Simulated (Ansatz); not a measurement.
SiO2: do the settings matter for the field gradients?

Cell: an entry of the Crystallography Open Database (COD) whose atoms were relaxed with PBE, the cell held.

Space group P2_13 (No. 198); a = 7.1600 Å.

```csv
site,Wyckoff,site symmetry,x,y,z
Si1,4a,.3.,0.2807,0.2807,0.2807
Si5,4a,.3.,0.0206,0.0206,0.0206
O9,4a,.3.,0.1505,0.1505,0.1505
O13,12b,1,0.6398,0.6616,0.0434
```

One atom of each set is listed.

Reference run. Level of theory: DFT, PBE, plane waves and PAW, scalar-relativistic, 420 eV cutoff, Γ-centred 4×4×4 k-points, Fermi–Dirac smearing 0.02 eV (Ansatz 0.2.0).

Task: The input is changed as follows: `kpoints.mp_grid.grid`: [4, 4, 4] → [5, 5, 5]; `kpoints.mp_grid.shift`: not typed → [0.5, 0.5, 0.5]; `crystal.symmetry`: not typed → {detect: false}. What happens to V_zz (10²¹ V/m²) and η?

Result: 

| site | V_zz reference | η reference | V_zz changed | η changed |
| --- | --- | --- | --- | --- |
| Si1 | 0.40 | 0.00 | 0.40 | 0.00 |
| Si5 | -0.15 | 0.00 | -0.15 | 0.00 |
| O9 | 10.60 | 0.00 | 10.60 | 0.00 |
| O13 | 9.68 | 0.18 | 9.68 | 0.18 |

All printed values agree.

On the reference run: The database positions were far from equilibrium, so the relaxed structure may not be the compound's real one.
